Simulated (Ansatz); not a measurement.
# InSb: the cost of one run

Method: DFT PBEsol, scalar-relativistic, plane waves, PAW, in Ansatz 0.2.0.

2 further runs of the same task are left out: 2 set aside as unsound or not needed.

## (1) The system as given

Symmetry: F-43m, No. 216, cubic system. The conventional cell has a = 6.520 Å, b = 6.520 Å, c = 6.520 Å, α = 90.00°, β = 90.00°, γ = 90.00°. Around In (site symmetry -43m) lie 4 Sb at 2.82 Å. Around Sb (site symmetry -43m) lie 4 In at 2.82 Å.

Structure file:

```
CELL_PARAMETERS angstrom
0.00000 3.25993 3.25993
3.25993 0.00000 3.25993
3.25993 3.25993 0.00000
ATOMIC_POSITIONS crystal
In 0.00000 0.00000 0.00000
Sb 0.75000 0.75000 0.75000
```

This cell was relaxed beforehand with the same method: volume 34.64 Å³/atom, gap on the mesh none (metal).

## (2) The cell under 3 GPa

At a set pressure the run lowers the enthalpy E + PV, so the energy alone may rise along the way.

input.yaml reads:

```yaml
crystal:
  lattice:
    - [0.0, 3.2599290676, 3.2599290676]
    - [3.2599290676, 0.0, 3.2599290676]
    - [3.2599290676, 3.2599290676, 0.0]
  atoms:
    - { symbol: In, position: [0.0, 0.0, 0.0] }
    - { symbol: Sb, position: [0.75, 0.75, 0.75] }
basis:
  ecutwfc: 420
kpoints:
  mp_grid: { grid: [12, 12, 12] }
hamiltonian:
  xc: pbesol
scf:
  occupations: { method: fermi_dirac, width: 0.15 }
output:
  forces: true
  stress: true
  eigenvalues: true
relax:
  adjacent_minimum: "off"
  f_tol: 0.001
  max_steps: 60
  cell: { stress_tol: 0.02, p_target: 3.0 }
```

The run is started by

```bash
ansatz run input.yaml --threads 1 --pin off --max-ram 3072MiB --backend cpu --events-out ev --progress --plain --runs-dir out
```

**Question.** How long does this run take on 1 thread of AMD EPYC 7R43 (Zen 3), shared host, and how much memory does it need?

About 69 s, with a peak of 0.48 GiB.
